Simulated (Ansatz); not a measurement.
Take a crystal in which K has been replaced by Li on all its sites, with the cell rescaled by a rough guess (in some cases also distorted within its space group) and nothing relaxed:

```
CELL_PARAMETERS angstrom
0.00000 2.78458 2.78458
2.78458 0.00000 2.78458
2.78458 2.78458 0.00000
ATOMIC_POSITIONS crystal
Li 0.00000 0.00000 0.00000
Cl 0.50000 0.50000 0.50000
```

These are results of Ansatz, DFT PBE, scalar-relativistic, plane waves, PAW, not measurements.

Plane waves to 420 eV, a k mesh through Γ of 8×8×8 on the computed 2-atom cell and Gaussian smearing (0.02 eV); no spin polarisation.

What pressure does the cell carry?

The pressure is -4.5 GPa (positive in compression), so the cell would contract.

Is it a metal on this mesh?

No: the gap is 5.15 eV, the least direct gap 5.15 eV.

What is its energy against the elements in their standard states?

-1.774 eV/atom at this unrelaxed geometry, with the elements in the same functional.